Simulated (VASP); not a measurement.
Set up this calculation in VASP 6.6.1, as the native input.

```
Task                   : single point
Functional             : revPBE
Dispersion             : D4
Potentials or basis    : VASP PAW PBE potentials, release 64 (Zn, O)
Cutoff                 : 520 eV
k mesh                 : 9 × 9 × 5
Occupations            : fermi-dirac, width 0.05 eV
Spin                   : no spin polarisation
Dipole correction      : no
Further INCAR settings : ALGO = Normal; EDIFF = 1e-06; NBANDS = 26
```

The structure of ZnO (zincite) lies in POSCAR:

```
ZnO
1.0
    3.2053930491      0.0000000000      0.0000000000
   -1.6026965246      2.7759518096      0.0000000000
    0.0000000000      0.0000000000      5.1353529565
Zn O
2 2
Direct
    0.6666666667      0.3333333333      0.0000000000
    0.3333333333      0.6666666667      0.5000000000
    0.3333333333      0.6666666667      0.8790100000
    0.6666666667      0.3333333333      0.3790100000
```

One way to write it, as run:

INCAR

```
ALGO = Normal ; EDIFF = 1E-6
ENCUT = 520 ; GGA = RE
ISIF = 2 ; ISMEAR = -1
IVDW = 13 ; LASPH = T
LCHARG = F ; LREAL = F
LWAVE = F ; NBANDS = 26
NELM = 100 ; PREC = Accurate
SIGMA = 0.05
```

KPOINTS

```
k-points
0
Gamma
  9 9 5
```

Potentials or basis: VASP PAW PBE potentials, release 64 (Zn, O).

Run with:

```sh
$ cat potpaw_PBE.64/Zn/POTCAR potpaw_PBE.64/O/POTCAR > POTCAR
$ mpirun -np 1 vasp_std > vasp.out
```

Results of the run:

```
Pressure                   : 8.5 GPa
Largest force              : 0.085 eV/Å
Band gap on the k mesh     : 0.91 eV, direct
Dispersion energy per atom : -0.485 eV
```

Caveat: the PAW data sets were made with another functional, which shifts forces and pressure a little.

Wall time 33 s on 1 thread of Intel(R) Xeon(R) Platinum 8488C (Sapphire Rapids), on a shared host, peak memory 0.17 GiB.
